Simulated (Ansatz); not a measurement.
The same path of a periodic cell of 21 atoms, Al20P (surface Al(110), adsorbate P) was run twice with different band settings. Lost on the way: Al14–P21. Made: Al16–P21.

All numbers below come from DFT PBEsol, scalar-relativistic, plane waves, PAW (Ansatz). Settings: PAW set soft_1, cutoff 420 eV, k mesh 3x4x1, fermi-dirac smearing 0.1 eV, no spin polarisation.

Relaxed end points:

```xyz
21
Lattice="8.1000 0.0000 0.0000 0.0000 5.7276 0.0000 0.0000 0.0000 18.7276" Properties=species:S:1:pos:R:3
Al 0.000 0.000 1.000
Al 4.050 0.000 1.000
Al 0.000 2.864 1.000
Al 4.050 2.864 1.000
Al 2.025 1.432 2.432
Al 6.075 1.432 2.432
Al 2.025 4.296 2.432
Al 6.075 4.296 2.432
Al 0.039 0.000 3.795
Al 4.011 0.000 3.795
Al 0.039 2.864 3.795
Al 4.011 2.864 3.795
Al 2.024 1.432 5.406
Al 6.074 1.432 5.003
Al 2.024 4.296 5.237
Al 6.075 4.296 5.074
Al -0.085 -0.051 6.526
Al 4.134 -0.053 6.526
Al -0.085 2.915 6.526
Al 4.134 2.916 6.526
P -2.033 1.432 7.367
```

```xyz
21
Lattice="8.1000 0.0000 0.0000 0.0000 5.7276 0.0000 0.0000 0.0000 18.7276" Properties=species:S:1:pos:R:3
Al 0.000 0.000 1.000
Al 4.050 0.000 1.000
Al 0.000 2.864 1.000
Al 4.050 2.864 1.000
Al 2.025 1.432 2.432
Al 6.075 1.432 2.432
Al 2.025 4.296 2.432
Al 6.075 4.296 2.432
Al 0.039 0.000 3.795
Al 4.011 0.000 3.795
Al 0.039 2.864 3.795
Al 4.011 2.863 3.795
Al 2.024 1.432 5.237
Al 6.075 1.432 5.074
Al 2.024 4.296 5.406
Al 6.074 4.296 5.003
Al -0.085 0.051 6.526
Al 4.134 0.052 6.526
Al -0.085 2.812 6.526
Al 4.134 2.811 6.526
P -2.033 4.295 7.367
```

Common settings: spring 5.0 eV/Å²; optimiser quadratic models (default); force threshold 0.05 eV/Å; end points relaxed; atoms held 1 to 8.

| run | movable images | climbing image | start path | iteration limit |
| --- | --- | --- | --- | --- |
| 1 | 3 | yes | IDPP | 80 |
| 2 | 2 | no | default | 50 |

Problem. What does each run give, and how far can it be trusted?

Solution. Run 1: converged after 8 iterations, highest image 0.441 eV above the first end. By the program's own check the climbing image is a first-order saddle point (lowest curvatures found: -0.32 and 0.29 eV/Å²).
Run 2: converged after 6 iterations, highest image 0.397 eV above the first end. No image climbed, so the highest image needn't sit at the top of the path.
Limits of this set-up: coarse k mesh, thin slab, slab without dipole correction, odd electron count without spin, PAW files made for another functional.
